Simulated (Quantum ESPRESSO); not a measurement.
Input of a Quantum ESPRESSO 7.5 run:

Contents of pw.in:

```
&CONTROL
  calculation = 'vc-relax'
  prefix = 'pwscf'
  outdir = './tmp'
  pseudo_dir = './pseudo'
  tprnfor = .true.
  tstress = .true.
  disk_io = 'low'
  nstep = 40
  forc_conv_thr = 0.0004
  etot_conv_thr = 1d-05
/
&SYSTEM
  ibrav = 0
  nat = 1
  ntyp = 1
  ecutwfc = 80
  nbnd = 13
  input_dft = 'revpbe'
  occupations = 'smearing'
  smearing = 'fd'
  degauss = 0.00367493
  vdw_corr = 'grimme-d2'
  london_s6 = 1.25
/
&ELECTRONS
  conv_thr = 2d-10
  electron_maxstep = 120
  mixing_beta = 0.5
/
&IONS
  ion_dynamics = 'bfgs'
/
&CELL
  cell_dynamics = 'bfgs'
  press = 0
  press_conv_thr = 0.3
/
ATOMIC_SPECIES
Mo    95.9500 Mo.upf
CELL_PARAMETERS angstrom
  -1.5838089719    1.5838089719    1.5838089719
   1.5838089719   -1.5838089719    1.5838089719
   1.5838089719    1.5838089719   -1.5838089719
ATOMIC_POSITIONS crystal
Mo     0.0000000000    0.0000000000    0.0000000000
K_POINTS automatic
12 12 12 0 0 0
```

Potentials or basis: PseudoDojo 0.4.1 SR PBE standard.

Command:

```sh
$ OMP_NUM_THREADS=1 pw.x -in pw.in > pw.out
```

(1) Estimate the space group after relaxing (to 0.05 Å).

(2) Estimate the relaxed volume.

(3) What does it give for the band gap on the k mesh?

Results:

(1) Im-3m (No. 229).

(2) 15.81 Å³/atom.

(3) none (metal or under the smearing width).

Caveat: the potentials were made for another functional, which shifts forces and pressure; pairwise dispersion overbinds metals, which lowers pressure and volume.
